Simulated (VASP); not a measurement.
# HgSe (F-43m) in VASP: further runs

Aim: see how the results for HgSe move with the level of theory and the settings. Levels: LDA, PBEsol. Tasks: relaxation of cell and atoms.

All numbers are computed with VASP 6.6.1; they aren't measurements. Logs are shortened: lines on timing, memory, paths and dates and some standing lists are left out, and cuts for length are marked.

## (1) The structure

The structure is cubic, space group F-43m (No. 216). Conventional cell: a = 6.078 Å, b = 6.078 Å, c = 6.078 Å, α = 90.00°, β = 90.00°, γ = 90.00°. Hg (site symmetry -43m) is surrounded by 4 Se at 2.63 Å. Se (site symmetry -43m) has 4 Hg at 2.63 Å as nearest neighbours.

## (2) Relaxation of cell and atoms, LDA

Contents of INCAR:

```
SYSTEM = HgSe
PREC = Accurate ; ENCUT = 600
EDIFF = 1E-6 ; ISMEAR = -1
SIGMA = 0.05 ; LREAL = .FALSE.
LASPH = .TRUE. ; NELM = 80
ALGO = Normal ; ISIF = 3
LWAVE = .FALSE. ; LCHARG = .FALSE.
IBRION = 2 ; NSW = 60
EDIFFG = -0.02
```

Contents of KPOINTS:

```
regular mesh
0
G
  8 8 8
  0 0 0
```

Contents of POSCAR:

```
HgSe
1.0
    0.0000000000      3.0390000000      3.0390000000
    3.0390000000      0.0000000000      3.0390000000
    3.0390000000      3.0390000000      0.0000000000
Hg Se
1 1
Direct
    0.0000000000      0.0000000000      0.0000000000
    0.7500000000      0.7500000000      0.7500000000
```

Potentials or basis: VASP PAW LDA potentials, release 64 (Hg, Se).

The run is started by

```sh
$ cat potpaw_LDA.64/Hg/POTCAR potpaw_LDA.64/Se/POTCAR > POTCAR
$ mpirun -np 1 vasp_std > vasp.out
```

OUTCAR:

```text
SYSTEM = HgSe
   PREC = Accurate
   ENCUT = 600
   EDIFF = 1E-6
   ISMEAR = -1
   LREAL = .FALSE.
   LASPH = .TRUE.
   NELM = 80
   ISIF = 3
   IBRION = 2
   NSW = 60
   EDIFFG = -0.02

 ion  position               nearest neighbor table
   1  0.000  0.000  0.000-   2 2.63   2 2.63   2 2.63   2 2.63
   2  0.750  0.750  0.750-   1 2.63   1 2.63   1 2.63   1 2.63

  LATTYP: Found a face centered cubic cell.
 ALAT       =     6.0780000000

  Lattice vectors:

 A1 = (   0.0000000000,   3.0390000000,   3.0390000000)
 A2 = (   3.0390000000,   0.0000000000,   3.0390000000)
 A3 = (   3.0390000000,   3.0390000000,   0.0000000000)

Analysis of symmetry for initial positions (statically):
=====================================================================
 Subroutine PRICEL returns:
 Original cell was already a primitive cell.

 Routine SETGRP: Setting up the symmetry group for a
 face centered cubic supercell.

 Subroutine GETGRP returns: Found 24 space group operations
 (whereof 24 operations were pure point group operations)
 out of a pool of 48 trial point group operations.

The static configuration has the point symmetry T_d .

Analysis of symmetry for dynamics (positions and initial velocities):
=====================================================================
 Subroutine PRICEL returns:
 Original cell was already a primitive cell.

 Routine SETGRP: Setting up the symmetry group for a
 face centered cubic supercell.

 Subroutine GETGRP returns: Found 24 space group operations
 (whereof 24 operations were pure point group operations)
 out of a pool of 48 trial point group operations.

The dynamic configuration has the point symmetry T_d .

 Subroutine INISYM returns: Found 24 space group operations
 (whereof 24 operations are pure point group operations),
 and found     1 'primitive' translations

----------------------------------------------------------------------------------------

                                     Primitive cell

  volume of cell :      56.1335

  direct lattice vectors                    reciprocal lattice vectors
     0.000000000  3.039000000  3.039000000    -0.164527805  0.164527805  0.164527805
     3.039000000  0.000000000  3.039000000     0.164527805 -0.164527805  0.164527805
     3.039000000  3.039000000  0.000000000     0.164527805  0.164527805 -0.164527805

  length of vectors
     4.297795016  4.297795016  4.297795016     0.284970518  0.284970518  0.284970518

  position of ions in fractional coordinates (direct lattice)
     0.000000000  0.000000000  0.000000000
     0.750000000  0.750000000  0.750000000
[... 91 lines left out ...]
   EFERMI =   0.00;   METHOD = LEGACY
   ISMEAR =    -1;   SIGMA  =   0.05  broadening in eV -4-tet -1-fermi 0-gaus
   EFERMI_NEDOS =   21; number of points for ismear=-14 and -15
   IALGO  =     38    algorithm
   IMIX   =      4    mixing-type and parameters
     AMIX     =   0.40;   BMIX     =  1.00
     AMIX_MAG =   1.60;   BMIX_MAG =  1.00
  volume/ion in A,a.u.               =      28.07       189.40
  Fermi-wavevector in a.u.,A,eV,Ry     =   1.120534  2.117502 17.083421  1.255596
  Thomas-Fermi vector in A             =   2.257181
   LORBIT       =      0    0 simple, 1 ext, 2 COOP (PROOUT), +10 PAW based schemes
   GGA     = CA    functional components
   LHFCALC =     F    Hartree Fock is set to
   AEXX    =    0.0000 exact exchange contribution
   IVDW    =     0    specifies the selected vdW correction
   LEPSILON=     F    determine dielectric tensor
   LRPA    =     F    only Hartree local field effects (RPA)
 conjugate gradient relaxation of ions
 non-spin polarized calculation
  energy-cutoff  :      600.00
  volume of cell :       56.13
 maximum number of plane-waves:      1895
 NGX is ok and might be reduce to    36
   NGX = 17   NGY = 17   NGZ = 17

 number of electron      18.0000000 magnetization

 Free energy of the ion-electron system (eV)
  ---------------------------------------------------
  ext. energy  EPLUGINS =         0.00000000
  ---------------------------------------------------
  free energy    TOTEN  =        -5.49305943 eV

  energy without entropy =       -5.49246411  energy(sigma->0) =       -5.49276177

 E-fermi :   1.6953     XC(G=0):  -9.4490

 val. band max:        1.6411922720   @ k =   0.0000   0.0000   0.0000
 cond. band min:       2.1816722472   @ k =   0.1250   0.0000   0.0000
 fundamental gap:      0.5404799751
 Fermi energy:         1.6953332556

 k-point     1 :       0.0000    0.0000    0.0000
  band No.  band energies     occupation
      1     -11.8792      2.00000
      2      -5.5768      2.00000
      3      -5.5768      2.00000
      4      -5.5768      2.00000
      5      -4.8261      2.00000
      6      -4.8261      2.00000
      7       0.5335      2.00000
      8       1.6412      1.49406
      9       1.6412      1.49405
     10       1.6412      1.49405
     11       7.0259      0.00000
     12       7.0259      0.00000
     13       7.0259      0.00000
[... 354 lines left out ...]
  band No.  band energies     occupation
      1     -11.3130      2.00000
      2      -5.3561      2.00000
      3      -5.2961      2.00000
      4      -4.8841      2.00000
      5      -4.8080      2.00000
      6      -4.4380      2.00000
      7      -3.6993      2.00000
      8      -0.7798      2.00000
      9       0.1112      2.00000
     10       4.2208      0.00000
     11       6.7680      0.00000
     12       7.8141      0.00000
     13       9.2757      0.00000

 [... further k-points ...]

------------------------ aborting loop because EDIFF is reached ----------------------------------------

  FORCE on cell =-STRESS in cart. coord.  units (eV):
  Direction    XX          YY          ZZ          XY          YZ          ZX
  --------------------------------------------------------------------------------------
  -------------------------------------------------------------------------------------
  Total        0.0348293      0.0348293      0.0348293      0.0000000     -0.0000000     -0.0000000
  in kB        0.9941070      0.9941070      0.9941070      0.0000000     -0.0000000     -0.0000000
  external PRESSURE =       0.9941070 kB  Pullay stress =       0.0000000 kB

 VOLUME and BASIS-vectors are now :
 -----------------------------------------------------------------------------
  energy-cutoff  :      600.00
  volume of cell :       56.13
      direct lattice vectors                 reciprocal lattice vectors
     0.000000000  3.039000000  3.039000000    -0.164527805  0.164527805  0.164527805
     3.039000000  0.000000000  3.039000000     0.164527805 -0.164527805  0.164527805
     3.039000000  3.039000000  0.000000000     0.164527805  0.164527805 -0.164527805

 POSITION                                       TOTAL-FORCE (eV/Angst)
 -----------------------------------------------------------------------------------
      0.00000      0.00000      0.00000        -0.000000     -0.000000     -0.000000
      4.55850      4.55850      4.55850         0.000000      0.000000      0.000000
 -----------------------------------------------------------------------------------
    total drift:                                0.000000      0.000000      0.000000

  FREE ENERGIE OF THE ION-ELECTRON SYSTEM (eV)
  ---------------------------------------------------
  free  energy   TOTEN  =        -5.4930594348 eV

  energy  without entropy=       -5.4924641123  energy(sigma->0) =       -5.49276177

 reached required accuracy - stopping structural energy minimisation
```

OSZICAR:

```text
N       E                     dE             d eps       ncg     rms          rms(c)
DAV:   1     0.120549722071E+03    0.12055E+03   -0.93925E+03   754   0.139E+03
DAV:   2    -0.436207751537E+00   -0.12099E+03   -0.11462E+03   839   0.294E+02
DAV:   3    -0.576866440809E+01   -0.53325E+01   -0.53077E+01   894   0.625E+01
DAV:   4    -0.580319873104E+01   -0.34534E-01   -0.34502E-01   799   0.501E+00
DAV:   5    -0.580339021580E+01   -0.19148E-03   -0.19148E-03   899   0.359E-01    0.804E+00
DAV:   6    -0.551268471383E+01    0.29071E+00   -0.60155E-01  1024   0.123E+01    0.617E+00
DAV:   7    -0.549681426191E+01    0.15870E-01   -0.12607E-01   789   0.304E+00    0.265E+00
DAV:   8    -0.549341778014E+01    0.33965E-02   -0.17563E-02   774   0.196E+00    0.205E-01
DAV:   9    -0.549307576491E+01    0.34202E-03   -0.19032E-03   844   0.718E-01    0.615E-02
DAV:  10    -0.549306058961E+01    0.15175E-04   -0.12753E-04   799   0.127E-01    0.306E-02
DAV:  11    -0.549306326124E+01   -0.26716E-05   -0.56691E-05   844   0.106E-01    0.256E-02
DAV:  12    -0.549305936638E+01    0.38949E-05   -0.12457E-05   842   0.551E-02    0.613E-03
DAV:  13    -0.549305943484E+01   -0.68454E-07   -0.62169E-07   397   0.612E-03
   1 F= -.54930594E+01 E0= -.54927618E+01  d E =-.549306E+01
```

CONTCAR:

```text
HgSe
   1.00000000000000
     0.0000000000000000    3.0390000000000001    3.0390000000000001
     3.0390000000000001    0.0000000000000000    3.0390000000000001
     3.0390000000000001    3.0390000000000001    0.0000000000000000
  Hg              Se
     1     1
Direct
     0.0000000000000000    0.0000000000000000    0.0000000000000000
     0.7500000000000000    0.7500000000000000    0.7500000000000000

  0.00000000E+00  0.00000000E+00  0.00000000E+00
  0.00000000E+00  0.00000000E+00  0.00000000E+00
```

Run time: 27 s. Hardware: 1 thread of Intel Xeon Platinum 8259CL at 2.50GHz (Skylake/Cascade Lake), shared host; peak memory 0.18 GiB.

What came out:

```yaml
Free_energy: -5.4931 eV
Pressure_after_relaxing: 0.1 GPa
Band_gap_on_the_k_mesh: none (metal or under the smearing width)
```

Final structure:
```cif
data_structure
_symmetry_space_group_name_H-M 'P 1'
_symmetry_Int_Tables_number 1
_cell_length_a 4.2978
_cell_length_b 4.2978
_cell_length_c 4.2978
_cell_angle_alpha 60.000
_cell_angle_beta 60.000
_cell_angle_gamma 60.000
_cell_volume 56.13
loop_
_atom_site_label
_atom_site_type_symbol
_atom_site_fract_x
_atom_site_fract_y
_atom_site_fract_z
_atom_site_occupancy
Hg1 Hg 0.00000 0.00000 0.00000 1
Se1 Se 0.75000 0.75000 0.75000 1
```

Levels at points of the mesh, in eV from the Fermi level:
| k point | band 6 | band 7 | band 8 | band 9 | band 10 | band 11 | band 12 | band 13 |
| --- | --- | --- | --- | --- | --- | --- | --- | --- |
| (0.00, 0.00, 0.00) | -6.52 | -1.16 | -0.05 | -0.05 | -0.05 | 5.33 | 5.33 | 5.33 |
| (0.50, 0.00, 0.00) | -6.20 | -5.66 | -1.04 | -1.04 | 0.92 | 6.09 | 6.09 | 6.74 |
| (0.50, 0.50, 0.00) | -6.16 | -5.21 | -2.39 | -2.39 | 2.64 | 2.74 | 8.19 | 9.66 |

Caveat: the relaxation stopped at its first step, so nothing moved. Spin-orbit coupling is left out, which matters for the levels of Hg.

## (3) Relaxation of cell and atoms, PBEsol

Contents of INCAR:

```
  PREC = Accurate
  ENCUT = 600
  EDIFF = 1E-6
  ISMEAR = -1
  SIGMA = 0.05
  LREAL = F
  LASPH = T
  NELM = 100
  ALGO = Fast
  ISIF = 3
  LWAVE = F
  LCHARG = F
  GGA = PS
  IBRION = 2
  NSW = 40
  EDIFFG = -0.01
```

Contents of KPOINTS:

```
Automatic mesh
0
Gamma
  8 8 8
```

POSCAR is that of step 2.

Potentials or basis: VASP PAW PBE potentials, release 64 (Hg, Se).

The run is started by

```sh
$ cat potpaw_PBE.64/Hg/POTCAR potpaw_PBE.64/Se/POTCAR > POTCAR
$ mpirun -np 1 vasp_std > vasp.out
```

OUTCAR:

```text
PREC = Accurate
   ENCUT = 600
   EDIFF = 1E-6
   ISMEAR = -1
   LREAL = F
   LASPH = T
   NELM = 100
   ISIF = 3
   GGA = PS
   IBRION = 2
   NSW = 40
   EDIFFG = -0.01

 ion  position               nearest neighbor table
   1  0.000  0.000  0.000-   2 2.63   2 2.63   2 2.63   2 2.63
   2  0.750  0.750  0.750-   1 2.63   1 2.63   1 2.63   1 2.63

  LATTYP: Found a face centered cubic cell.
 ALAT       =     6.0780000000

  Lattice vectors:

 A1 = (   0.0000000000,   3.0390000000,   3.0390000000)
 A2 = (   3.0390000000,   0.0000000000,   3.0390000000)
 A3 = (   3.0390000000,   3.0390000000,   0.0000000000)

Analysis of symmetry for initial positions (statically):
=====================================================================
 Subroutine PRICEL returns:
 Original cell was already a primitive cell.

 Routine SETGRP: Setting up the symmetry group for a
 face centered cubic supercell.
[... 367 lines left out ...]

 k-point     1 :       0.0000    0.0000    0.0000
  band No.  band energies     occupation
      1     -11.9590      2.00000
      2      -5.6739      2.00000
      3      -5.6739      2.00000
      4      -5.6739      2.00000
      5      -4.9746      2.00000
      6      -4.9746      2.00000
      7       0.2436      2.00000
      8       1.3150      1.52170
      9       1.3150      1.52170
     10       1.3150      1.52170
     11       6.7709      0.00000
     12       6.7709      0.00000
     13       6.7709      0.00000
[... 354 lines left out ...]
  band No.  band energies     occupation
      1     -11.4346      2.00000
      2      -5.4637      2.00000
      3      -5.4107      2.00000
      4      -5.0228      2.00000
      5      -4.9563      2.00000
      6      -4.6099      2.00000
      7      -3.8181      2.00000
      8      -0.9628      2.00000
      9      -0.1188      2.00000
     10       3.8689      0.00000
     11       6.5416      0.00000
     12       7.5088      0.00000
     13       8.9457      0.00000

 [... further k-points ...]
[... 5 lines left out ...]
  --------------------------------------------------------------------------------------
  -------------------------------------------------------------------------------------
  Total       -0.0179654     -0.0179654     -0.0179654      0.0000000     -0.0000000     -0.0000000
  in kB       -0.4959368     -0.4959368     -0.4959368      0.0000000     -0.0000000     -0.0000000
  external PRESSURE =      -0.4959368 kB  Pullay stress =       0.0000000 kB
[... 17 lines left out ...]
  FREE ENERGIE OF THE ION-ELECTRON SYSTEM (eV)
  ---------------------------------------------------
  free  energy   TOTEN  =        -4.8094033915 eV

  energy  without entropy=       -4.8087796113  energy(sigma->0) =       -4.80909150

 reached required accuracy - stopping structural energy minimisation
```

CONTCAR:

```text
HgSe
   1.00000000000000
    -0.0000000000000000    3.0730073978073826    3.0730073978073826
     3.0730073978073826   -0.0000000000000000    3.0730073978073826
     3.0730073978073826    3.0730073978073826    0.0000000000000000
  Hg              Se
     1     1
Direct
     1.0000000000000000    0.0000000000000000    0.0000000000000000
     0.7500000000000000    0.7500000000000000    0.7500000000000000

  0.00000000E+00  0.00000000E+00  0.00000000E+00
  0.00000000E+00  0.00000000E+00  0.00000000E+00
```

Wall time 1.7 min (1 thread of Intel Xeon Platinum 8259CL at 2.50GHz (Skylake/Cascade Lake), shared host); peak memory 0.22 GiB.

Results:

```
Free energy                            : -4.8094 eV
Relaxed volume                         : 29.02 Å³/atom
Relaxed cell                           : a = 4.346 Å, b = 4.346 Å, c = 4.346 Å, α = 60.00°, β = 60.00°, γ = 60.00°
Space group after relaxing (to 0.05 Å) : F-43m (No. 216)
Energy gained by relaxing              : 5.4 meV/atom
Ionic steps                            : 6
Pressure after relaxing                : 0.0 GPa
Band gap on the k mesh                 : none (metal or under the smearing width)
```

Step by step:
```csv
step,energy change (eV),largest force (eV/Å),pressure (GPa),volume (Å³)
1,0.0000,0.0000,1.87,56.13
2,-0.0090,0.0000,-0.68,58.84
3,-0.0107,0.0000,0.06,58.03
4,-0.0107,0.0000,-0.09,58.09
5,-0.0107,0.0000,0.07,57.96
6,-0.0107,0.0000,-0.05,58.04
```

Final structure:
```cif
data_structure
_symmetry_space_group_name_H-M 'P 1'
_symmetry_Int_Tables_number 1
_cell_length_a 4.3459
_cell_length_b 4.3459
_cell_length_c 4.3459
_cell_angle_alpha 60.000
_cell_angle_beta 60.000
_cell_angle_gamma 60.000
_cell_volume 58.04
loop_
_atom_site_label
_atom_site_type_symbol
_atom_site_fract_x
_atom_site_fract_y
_atom_site_fract_z
_atom_site_occupancy
Hg1 Hg 0.00000 0.00000 0.00000 1
Se1 Se 0.75000 0.75000 0.75000 1
```

Caveat: the PAW data sets were made with another functional, which shifts forces and pressure a little. Zero-point motion and thermal expansion aren't in these numbers.
